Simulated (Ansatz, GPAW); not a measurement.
# An In chain with one Pd atom in line: relaxation, then transmission at several levels, part 2 of 4

Aim: the conductance of an In chain with one Pd atom in line after relaxation, and whether geometry, basis or functional moves it most.

GPAW 26.7.0 and Ansatz 0.2.0; Ansatz plane waves; relaxation of the junction with the lead ends held; PAW set soft_1 (the session's first sound run).

So far. Step 2 (Relaxation): The relaxation lowered the energy of the cell by 0.210 eV.

### Step 3. Plane waves, PBE

Plane waves give the reference curve, free of the bias of atom-centred orbitals.

This step: Ansatz plane waves; Landauer transmission by layers, zero bias; PAW set soft_1 (Ansatz 0.2.0).

input.yaml reads:

```yaml
crystal:
  lattice:
    - [9.0, 0.0, 0.0]
    - [0.0, 9.0, 0.0]
    - [0.0, 0.0, 37.8244]
  atoms:
    - { symbol: In, position: [0.5, 0.5, 0.038995992] }
    - { symbol: In, position: [0.5, 0.5, 0.116987976] }
    - { symbol: In, position: [0.5, 0.5, 0.19497996] }
    - { symbol: In, position: [0.5, 0.5, 0.272971944] }
    - { symbol: In, position: [0.4498734554, 0.4176183976, 0.3513605777] }
    - { symbol: In, position: [0.5177332877, 0.4986157468, 0.4341733832] }
    - { symbol: Pd, position: [0.5785238796, 0.5367383458, 0.5006355951] }
    - { symbol: In, position: [0.513610719, 0.5044894383, 0.5671252172] }
    - { symbol: In, position: [0.4069707114, 0.4775110041, 0.6489318454] }
    - { symbol: In, position: [0.5, 0.5, 0.727028056] }
    - { symbol: In, position: [0.5, 0.5, 0.80502004] }
    - { symbol: In, position: [0.5, 0.5, 0.883012024] }
    - { symbol: In, position: [0.5, 0.5, 0.961004008] }
kpoints:
  mp_grid: { grid: [1, 1, 2] }
hamiltonian:
  xc: pbe
  pseudopotentials: { kind: paw, azcp: { folder: soft_1 } }
scf:
  occupations: { method: fermi_dirac, width: 0.1 }
output:
  transmission:
    leads: [[0, 1]]
    e_range: [-2, 2]
    de: 0.025
    kmesh: [1, 1]
    reduced_basis: true
  write_potential: true
  write_density: true
  volumetric_format: npy
  elf: true
```

Command:

```
ansatz run input.yaml --threads 4 --pin off --max-ram 8192MiB --backend cpu --events-out ev --progress --plain --runs-dir out
```

Numbers of over 12 decimals in the logs are rounded to 6 here.

Output:

```text
[...]
Crystal: 13 atoms, lattice volume = 3063.776 Å³
Basis set: ecut = 420 eV, 59795 PW (Γ)
Bands: 105, of which v1, the nominal top of the filled ones, is band 87 counted from 1 (86 counted from 0)
Symmetry: 1 space group operations
[...]
k-points: 2
[...]
SCF iter   1: F=—  HF=-74134.140771 eV  |F-HF|=—  |Δ(HF+E_count)|=         —  Δρ=1.05e-2  dr2=9.00e0  ethr=3.10e-3  ⟨swp⟩=6.5  Hψ=774  notcnv=0
[...]
SCF iter  13: F=-74132.997261 eV  HF=-74132.997261 eV  |F-HF|=5.03e-8  |Δ(HF+E_count)|=   3.62e-8  Δρ=1.04e-6  dr2=7.37e-8  ethr=5.75e-11  ⟨swp⟩=6.0  Hψ=617  notcnv=0
SCF 1 converged in 13 iterations: F = -74132.997261 eV  dr2 = 7.37e-8
[...]
transmission: 47 of 282 steps passed
transmission: 94 of 282 steps passed
[...]
transmission: 282 of 282 steps passed
WARN: The output density's exchange-correlation potential varies sharply where the density is thin. Do not read a vacuum level from v_tot or v_xc, or from such a field of the output density. On a cell that repeats whose density bears no net charge and no dipole along the vacuum's axis use v_es (v_loc + v_h of the components); under efield.dipole_correction with no amplitude use v_es + v_field, which holds any externa [...]
SCF converged after 13 iterations
Free energy (F): -74132.997261 eV
[...]
Internal energy: -74132.183009 eV  (E = F + TS)
E sigma→0 (E₀):  -74132.590135 eV
Entropy (-TS):   -0.814253 eV (-62.635 meV/atom)
Fermi energy:    -1.836611 eV
[...]
--- Band table (eV) ---
  k-point 0: bands = [... 83 lower, -2.1857, -1.9846, -1.9565, -1.8715, -1.8647, -1.7588, -1.6011, -1.5062, ... 14 higher]
  k-point 1: bands = [... 83 lower, -1.9923, -1.9803, -1.9112, -1.9016, -1.7608, -1.7466, -1.6655, -1.5840, ... 14 higher]
--- Transmission ---
  basis      : 717 plane waves across, 47 finite elements along
  points     : 1, standing for a mesh of 1 x 1
  filling    : by the input's occupations and mesh, since the crystals that have channels conduct as metals do. If one of these is a semiconductor, that mesh has misplaced its level
  energies   : 161 from -2.000000 to 2.000000 eV about the Fermi level, 0.025000 eV apart; the leads are filled to 0.000000 eV, and channels, transmission and decay are at 0.000000 eV
  crystal 0  : In1, at the sites [0, 1], period 2.9500 Å, over 23.60 Å; its Hamiltonian steps by up to 13.5 meV
    offset         : up to 0.0000 Å between an atom of the period and one for which it stands
    filled         : 24.8 meV over the level at which it is neutral
    channels       : 3.000000e0 a spin
    conductance    : 2.8680e14 S/m² at 300 K; may be off by some 0.0 % by where its bands' edges are placed, 0.1 % from the distance to neutral
  junction   : crystal 0 to crystal 0, 0.00 to 34.87 Å
    transmission   : 1.008566e0 a spin
    error estimate : 4.082833e-4 a spin from the reduction of the transverse basis, at the most 2.187984e-3 at -0.125000 eV
    conductance    : 9.6854e13 S/m² at 300 K (9.6850e13 on every other energy)
    error estimate : 0.0 % from the energy spacing and 0.0 % from band edges of the leads and from resonances (wavevectors taken as independent; lower de), 0.1 % from the reduction of the transverse basis, 0.4 % from the steps of its leads' Hamiltonians or their offsets (lay more layers), 0.2 % from the distance to neutral
    resistance     : 6.8385e-3 Ω µm² beyond half of each lead's own
```

The job ended after 99 s (4 threads of Arm Neoverse V2, shared host; peak memory 3.5 GiB; 4.7 min of CPU time).

The column dr2 measures how far the density is from self-consistency, as an energy; F and HF (Harris–Foulkes) agree once it is small.

This step gave:

```yaml
lead_level: 0 eV from the Fermi level
transmission_at_the_fermi_level_one_spin: 1.009
open_channels_of_the_lead_at_the_fermi_level_one_spin: 3
step_of_the_potential_along_the_lead: 13.5 meV
offset_of_the_lead: 0 Å
filling_of_the_lead_less_its_bulk_value_in_size: 24.8 meV
conductance: 1.013 G₀
```

One spin. Transmission, zone mean against energy, zero at the Fermi level:

energy (eV), transmission, zone mean and a bar:
```
   -2.000       0.00 
   -1.900       0.00 
   -1.800       0.00 
   -1.700       0.00 
   -1.600       0.00 
   -1.500       0.00 
   -1.400       0.00 
   -1.300       0.00 
   -1.200       0.01 
   -1.100       0.00 
   -1.000       0.01 
   -0.900       0.08 #
   -0.800       0.28 ###
   -0.700       0.61 #######
   -0.600       0.92 ###########
   -0.525       1.00 ############
   -0.500       1.00 ############
   -0.400       0.89 ###########
   -0.300       0.75 #########
   -0.200       0.66 ########
   -0.100       1.02 ############
    0.000       1.01 ############
    0.100       1.04 ############
    0.200       1.13 ##############
    0.300       1.30 ################
    0.400       1.56 ###################
    0.500       1.86 ######################
    0.600       2.09 #########################
    0.700       2.22 ##########################
    0.800       2.28 ###########################
    0.900       2.33 ############################
    1.000       2.37 ############################
    1.100       2.42 #############################
    1.200       2.47 #############################
    1.300       2.50 ##############################
    1.400       2.51 ##############################
    1.500       2.50 ##############################
    1.600       2.45 #############################
    1.700       2.36 ############################
    1.800       2.21 ##########################
    1.900       2.01 ########################
    2.000       1.79 #####################
```

One spin. Table of open channels, zone mean by energy, zero at the Fermi level:

```
energy (eV)  open channels, zone mean
     -2.000                         1
     -1.800                         0
     -1.600                         0
     -1.400                         0
     -1.200                         1
     -1.000                         1
     -0.800                         1
     -0.600                         1
     -0.400                         1
     -0.200                         1
      0.000                         3
      0.200                         3
      0.400                         3
      0.600                         3
      0.800                         3
      1.000                         3
      1.200                         3
      1.400                         3
      1.600                         3
      1.800                         3
      2.000                         3
```

Crystal 0, spin -, k parallel (0, 0); distinct values, listed up to 1.5 1/Å. The Im kz of the slowest decaying states by energy, zero at the Fermi level:

```
energy (eV)  decay 1 (Å⁻¹)  decay 2 (Å⁻¹)  decay 3 (Å⁻¹)  decay 4 (Å⁻¹)
    -2.0000          0.629          0.629           1.10           1.22
    -1.7500         0.0379          0.586          0.587           1.07
    -1.5000         0.0374          0.540          0.540           1.04
    -1.2500          0.488          0.488           1.01           1.14
    -1.0000          0.429          0.429          0.972           1.11
    -0.7500          0.359          0.359          0.937           1.08
    -0.5000          0.269          0.270          0.900           1.05
    -0.2500          0.125          0.126          0.862           1.01
     0.0000          0.822          0.979           1.10           1.10
     0.2500          0.780          0.945           1.07           1.07
     0.5000          0.736          0.909           1.04           1.04
     0.7500          0.689          0.871           1.01           1.01
     1.0000          0.638          0.832          0.982          0.982
     1.2500          0.583          0.791          0.950          0.950
     1.5000          0.523          0.748          0.917          0.917
     1.7500          0.454          0.702          0.880          0.883
     2.0000          0.374          0.653          0.841          0.847
```

Crystal 0, spin -, k parallel (0, 0). Table of Re kz of states that move upwards by energy, zero at the Fermi level:

```
energy (eV)  channel 1 (Å⁻¹)  channel 2 (Å⁻¹)  channel 3 (Å⁻¹)
     -2.000             1.06                -                -
     -1.900                -                -                -
     -1.800                -                -                -
     -1.700                -                -                -
     -1.600                -                -                -
     -1.500                -                -                -
     -1.400                -                -                -
     -1.300                -                -                -
     -1.200            -1.04                -                -
     -1.100            -1.03                -                -
     -1.000            -1.01                -                -
     -0.900            -1.00                -                -
     -0.800           -0.989                -                -
     -0.700           -0.978                -                -
     -0.600           -0.967                -                -
     -0.500           -0.957                -                -
     -0.400           -0.946                -                -
     -0.300           -0.936                -                -
     -0.200           -0.926                -                -
     -0.100           -0.916            0.137            0.138
      0.000           -0.907            0.205            0.206
      0.100           -0.897            0.256            0.256
      0.200           -0.888            0.298            0.299
      0.300           -0.878            0.336            0.336
      0.400           -0.869            0.370            0.370
      0.500           -0.860            0.401            0.401
      0.600           -0.851            0.430            0.430
      0.700           -0.842            0.457            0.457
      0.800           -0.833            0.483            0.484
      0.900           -0.824            0.508            0.508
      1.000           -0.815            0.532            0.532
      1.100           -0.806            0.555            0.555
      1.200           -0.797            0.577            0.578
      1.300           -0.789            0.599            0.599
      1.400           -0.780            0.620            0.620
      1.500           -0.771            0.641            0.641
      1.600           -0.763            0.661            0.661
      1.700           -0.754            0.681            0.681
      1.800           -0.746            0.700            0.700
      1.900           -0.738            0.719            0.719
      2.000           -0.729            0.738            0.738
```

The electrostatic potential energy of an electron (with the applied field's), less the Fermi level, planar mean oscillates, so the rows of the table below give means over windows of 2.96 Å about each position, cut where the curve ends. Its maxima inside the range that stand out by 2 % of the span (Å: eV): 3.0: 3.28, 5.9: 3.27, 8.9: 3.24, 11.8: 3.16, 14.8: 3.05, 17.9: 3.32, 19.9: 3.31, 23.0: 3.05, 26.0: 3.16, 29.0: 3.24, 31.9: 3.27, 34.9: 3.28. Its minima: 1.5: 1.63, 4.4: 1.62, 7.4: 1.60, 10.3: 1.55, 13.3: 1.39, 16.4: 1.36, 18.9: 1.94, 21.4: 1.38, 24.5: 1.41, 27.5: 1.56, 30.4: 1.61, 33.4: 1.62, 36.3: 1.63.

The electrostatic potential energy of an electron (with the applied field's), less the Fermi level, planar mean by z; means over each step:

```
z (Å)  electrostatic potential energy of an electron (with the applied field's), less the Fermi level, planar mean (eV)
 1.48                                                                                                              2.50
 4.44                                                                                                              2.49
 7.40                                                                                                              2.48
10.36                                                                                                              2.42
13.32                                                                                                              2.28
16.28                                                                                                              2.29
19.24                                                                                                              2.75
22.20                                                                                                              2.28
25.16                                                                                                              2.32
28.12                                                                                                              2.44
31.08                                                                                                              2.48
34.04                                                                                                              2.49
37.00                                                                                                              2.26
```

The valence density, planar mean oscillates, so the rows of the table below give means over windows of 2.96 Å about each position, cut where the curve ends. Its maxima inside the range that stand out by 2 % of the span (Å: e/Å³): 1.5: 0.140, 4.4: 0.140, 7.4: 0.140, 10.3: 0.140, 13.3: 0.140, 16.4: 0.138, 18.9: 0.218, 21.4: 0.138, 24.5: 0.139, 27.5: 0.140, 30.4: 0.140, 33.4: 0.140, 36.3: 0.140. Its minima: 3.0: 0.0116, 5.9: 0.0118, 8.9: 0.0118, 11.8: 0.0116, 14.9: 0.00964, 17.6: 0.0169, 20.2: 0.0167, 23.0: 0.01000, 26.0: 0.0118, 29.0: 0.0118, 31.9: 0.0118, 34.9: 0.0116.

The valence density, planar mean by z; means over each step:

```
z (Å)  valence density, planar mean (e/Å³)
 1.48                               0.0542
 4.44                               0.0543
 7.40                               0.0543
10.36                               0.0543
13.32                               0.0538
16.28                               0.0537
19.24                               0.0806
22.20                               0.0524
25.16                               0.0542
28.12                               0.0544
31.08                               0.0543
34.04                               0.0543
37.00                               0.0689
```

Valence density in the ca plane at fractional y = 0.499, with atoms of In within 0.2 Å of it. It is the smooth field of the valence electrons, not physical close to the nuclei.

Ten steps, logarithmic in the rise over the least value, from '0' (0 e/Å³) to '9' (10 e/Å³), each cell a mean:
```
00000000000000000000000000000000000000000000
00000000000000000000000000000000000000000000
00000000000000000000000000000000000000000000
00000000000000000000000000000000000000000000
00000000000000000000000000000000000000000000
00000000000000000000000000000000000000000000
00000000000000000000000112211000000000000000
00100000000000000111111234432111111000000000
12221100000000001233222368864222332110000000
34543111111110112466533479985334665311000000
57875211122211123689853479985346897421111111
69986322234422123799853357763347998521123442
68985322356532123688742233432236887422246775
46763212356532112355421111111124564322258986
23332111234321111122211000000011222111258986
11111001122211000000000000000000011011246774
00000000011100000000000000000000000000123332
00000000000000000000000000000000000000011111
00000000000000000000000000000000000000000000
00000000000000000000000000000000000000000000
00000000000000000000000000000000000000000000
00000000000000000000000000000000000000000000
00000000000000000000000000000000000000000000
00000000000000000000000000000000000000000000
```
Columns run along c (16.0 Å, from fractional 0.26 to 0.68 of the cell), rows up along a (9.0 Å). Atoms in or near the plane, at fractional coordinates: In at (0.27, 0.50), In at (0.43, 0.52), In at (0.57, 0.51), In at (0.65, 0.41).

ELF in the ca plane at fractional y = 0.499, with atoms of In within 0.2 Å of it. It is the smooth field of the valence electrons, not physical close to the nuclei.

Ten even steps from '0' (0.00) to '9' (0.52), each cell a mean:
```
00000000000000000000000000000000000000000000
00000000000000000000000000000000000000000000
00000000000000000000000000000000000000000000
11111100000000000000000111111000000000000000
12222211000000000011111112211111110000000000
34554321100000112233332222322223332211000001
56777642111111234555654334433345555542111011
77788864222223466666675446754467666665321112
65567875444445677555565478885566555687533333
55556786555566886544555576676555445578755444
52135687555557985410255577686553103579865555
30014687555557985300145568875552001579855555
41014686555556996421356656655654113579754335
54345786555556897555556654456755555689651004
55556776555557887655556654456665555788652014
66667667655567766665555444444555556678764345
56665556666776544443332222222223333458866556
34443334566664321111111111111111111236998778
22222122344432110000000001110000000125899999
11111111222221100000000000000000000013578998
00000000111100000000000000000000000001345665
00000000000000000000000000000000000000123332
00000000000000000000000000000000000000001111
00000000000000000000000000000000000000000000
```
Columns run along c (16.0 Å, from fractional 0.26 to 0.68 of the cell), rows up along a (9.0 Å). Atoms in or near the plane, at fractional coordinates: In at (0.27, 0.50), In at (0.43, 0.52), In at (0.57, 0.51), In at (0.65, 0.41).

Electrostatic potential energy in the ca plane at fractional y = 0.499, with atoms of In within 0.2 Å of it. With pseudopotentials it is smooth inside the atoms' cores, unlike the true potential.

Ten even steps from '0' (-40 eV) to '9' (2 eV), each cell a mean:
```
99999999999999999999999999999999999999999999
99999999999999999999999999999999999999999999
99999999999999999999999999999999999999999999
99999999999999999999999999999999999999999999
99999999999999999999999999999999999999999999
99999999999999999999999999999999999999999999
99999999999999999999999999999999999999999999
99999999999999999988999986679999989999999999
88788999999999998766789840027998767899999999
64347899998999997411268710005874213789999999
30004899887789986100037720005851000489998888
10002798754578985000037852147850000389986457
10002788632368997200048987789861001589851013
41125898632368998633479999999985224789730001
86678999754578999877889999999998778899730001
98899999887889999999999999999999999999851014
99999999999999999999999999999999999999986567
99999999999999999999999999999999999999998889
99999999999999999999999999999999999999999999
99999999999999999999999999999999999999999999
99999999999999999999999999999999999999999999
99999999999999999999999999999999999999999999
99999999999999999999999999999999999999999999
99999999999999999999999999999999999999999999
```
Columns run along c (16.0 Å, from fractional 0.26 to 0.68 of the cell; values clipped at the 3rd and 97th percentile), rows up along a (9.0 Å). Atoms in or near the plane, at fractional coordinates: In at (0.27, 0.50), In at (0.43, 0.52), In at (0.57, 0.51), In at (0.65, 0.41).

T at the Fermi level is 1.01 of 3 open channels a spin.

(Part 2 of 4 ends here.)

[Logs are printed without paths, hosts, clocks, repeated set-up lines and the standing remarks that a program may print on its own settings, such as how far it seeks lower states.]

[Hosts, paths, dates, database ids (printed as entryN), source tags and the programs' standing remarks are cut or masked in the printed files.]
